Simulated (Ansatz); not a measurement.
# I: the cost of one run

Program: Ansatz 0.2.0. Level of theory: DFT PBEsol, scalar-relativistic, plane waves, PAW. These are calculated values, not measurements.

## (1) The structure to begin with

The structure is monoclinic, space group C2/m (No. 12). The conventional cell has a = 5.077 Å, b = 7.413 Å, c = 2.880 Å, α = 90.00°, β = 124.24°, γ = 90.00°. Around I (site symmetry 2/m) lie 2 I at 2.88 Å.

Coordinates:

```cif
data_structure
_symmetry_space_group_name_H-M 'P 1'
_symmetry_Int_Tables_number 1
_cell_length_a 4.4925
_cell_length_b 4.4925
_cell_length_c 2.8804
_cell_angle_alpha 108.539
_cell_angle_beta 108.539
_cell_angle_gamma 111.192
_cell_volume 44.81
loop_
_atom_site_label
_atom_site_type_symbol
_atom_site_fract_x
_atom_site_fract_y
_atom_site_fract_z
_atom_site_occupancy
I1 I 0.50000 0.50000 0.50000 1
```

The structure comes from the Materials Project (structure only).

## (2) Functional and cell changed: PBEsol

The change: strain xx, yy, zz, yz, xz, xy = +4.8, +4.0, +4.9, +0.0, +1.0, +0.0 %.

input.yaml

```yaml
crystal:
  lattice:
    - [2.6595272449, -3.8546675365, 0.0253834658]
    - [2.6595272449, 3.8546675365, 0.0253834658]
    - [-1.6744444238, 0.0, 2.4826581455]
  atoms:
    - { symbol: I, position: [0.5, 0.5, 0.5] }
basis:
  ecutwfc: 420
kpoints:
  mp_grid: { grid: [12, 12, 18] }
hamiltonian:
  xc: pbesol
scf:
  occupations: { method: gaussian, width: 0.1 }
output:
  forces: true
  stress: true
  eigenvalues: true
```

What time and memory should one allow on 1 thread of an x86-64 CPU, shared host?

About 8 s, with a peak of 0.68 GiB.
